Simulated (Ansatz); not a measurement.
Runs of Ansatz 0.2.0 on Ge. Symmetry: Fd-3m, No. 227, cubic system. Conventional cell: a = 5.658 Å, b = 5.658 Å, c = 5.658 Å, α = 90.00°, β = 90.00°, γ = 90.00°. Around Ge (site symmetry -43m) lie 4 Ge at 2.45 Å. 

```csv
task,level,potentials or basis,spin,cell,k mesh,cutoff (eV),smearing,basis error allowed,mesh quality,gap on the mesh (eV),pressure (GPa),relaxed volume (Å³/atom)
band structure,revPBE,"all-electron LAPW, scalar-relativistic",off,as given,8 × 8 × 8,316,fermi-dirac 0.05 eV,0.001 eV/atom,not flagged,0.12,4.9,-
single point,PBE,"all-electron LAPW, scalar-relativistic",off,as given,8 × 8 × 8,316,gaussian 0.015 eV,0.001 eV/atom,not flagged,(c),3.6,-
single point,PBE,"all-electron LAPW, scalar-relativistic",off,as given,3 × 3 × 3,277,fermi-dirac 0.02 eV,0.003 eV/atom,coarse,0.05,(a),-
phonons,PBEsol,"all-electron LAPW, scalar-relativistic",off,as given,8 × 8 × 8,342,fermi-dirac 0.05 eV,0.001 eV/atom,not flagged,none,-,-
band structure,PBEsol,"all-electron LAPW, scalar-relativistic",off,as given,8 × 8 × 8,317,fermi-dirac 0.05 eV,0.001 eV/atom,not flagged,-,0.6,-
relaxation of cell and atoms,revPBE+D4,"all-electron LAPW, scalar-relativistic",off,relaxed,8 × 8 × 8,-,fermi-dirac 0.05 eV,0.001 eV/atom,not flagged,-,0.0,22.93
electric field gradients,RPBE,all-electron PAW datasets made for the crystal,off,as given,8 × 8 × 8,140,fermi-dirac 0.025 eV,-,not flagged,0.15,5.4,-
relaxation of cell and atoms,RPBE,"all-electron LAPW, scalar-relativistic",off,relaxed,8 × 8 × 8,-,fermi-dirac 0.05 eV,0.001 eV/atom,not flagged,-,0.0,24.59
electric field gradients,PBE,all-electron PAW datasets made for the crystal,"collinear, ferromagnetic start",as given,8 × 8 × 8,300,fermi-dirac 0.05 eV,-,not flagged,none,3.6,-
single point,PBE,"all-electron LAPW, scalar-relativistic",off,as given,3 × 3 × 3,292,fermi-dirac 0.03 eV,0.002 eV/atom,coarse,-,(b),-
relaxation of cell and atoms,BLYP+D3(BJ),"all-electron LAPW, scalar-relativistic",off,relaxed,8 × 8 × 8,-,fermi-dirac 0.05 eV,0.001 eV/atom,not flagged,-,0.0,(d)
relaxation of cell and atoms,PBE+D3(BJ),"all-electron LAPW, scalar-relativistic",off,relaxed,8 × 8 × 8,-,fermi-dirac 0.05 eV,0.001 eV/atom,not flagged,-,0.0,23.15
```

Problem. Fill in the values left out.

Solution. (a) 5.3; (b) 5.6; (c) 0.04; (d) 23.44.

Caveats: some runs use coarse meshes; this crystal is a semiconductor, whose small gap the functional closes, so the metal is an error of the method (some runs); an odd mesh through Γ misses points on the zone boundary, where band edges often lie (some runs); a metal's response needs a denser mesh (some runs).

A k mesh can miss the band edges, and the runs leave out spin-orbit coupling on Ge.

A gap of «none» marks a metal or a gap under the smearing width.

Not every run made on this cell is shown here.
